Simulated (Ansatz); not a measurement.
Pd:

```
CELL_PARAMETERS angstrom
0.00000 1.94650 1.94650
1.94650 0.00000 1.94650
1.94650 1.94650 0.00000
ATOMIC_POSITIONS crystal
Pd 0.00000 0.00000 0.00000
```

| Quantity | Value |
| --- | --- |
| Program | Ansatz 0.2.0 |
| Task | single point |
| Functional | PBEsol |
| Potentials or basis | all-electron LAPW, scalar-relativistic |
| Cutoff | 266 eV (chosen from the basis error) |
| Basis error allowed | 0.001 eV/atom |
| k mesh | 12 × 12 × 12 |
| Occupations | fermi-dirac, width 0.05 eV |
| Spin | no spin polarisation |

On this cell: pressure -3.0 GPa; band gap on the k mesh none (metal or under the smearing width).

The same run follows on a disturbed copy (cell strained at random at fixed volume):

```
Pd
1.0
    -0.01113    1.95522    1.94186
     1.97107    0.00634    1.92440
     1.96444    1.93112    0.01297
Pd
1
Direct
  0.02384 0.98301 0.99703
```

Question: What does the disturbed cell give?

Answer: The energy (extrapolated to zero smearing) moves by +1.8 meV/atom; pressure -2.9 GPa; band gap on the k mesh none (metal or under the smearing width).

Stress tensor (GPa, compression positive):
```
-3.74  0.60  0.19
 0.60 -2.59 -1.33
 0.19 -1.33 -2.26
```
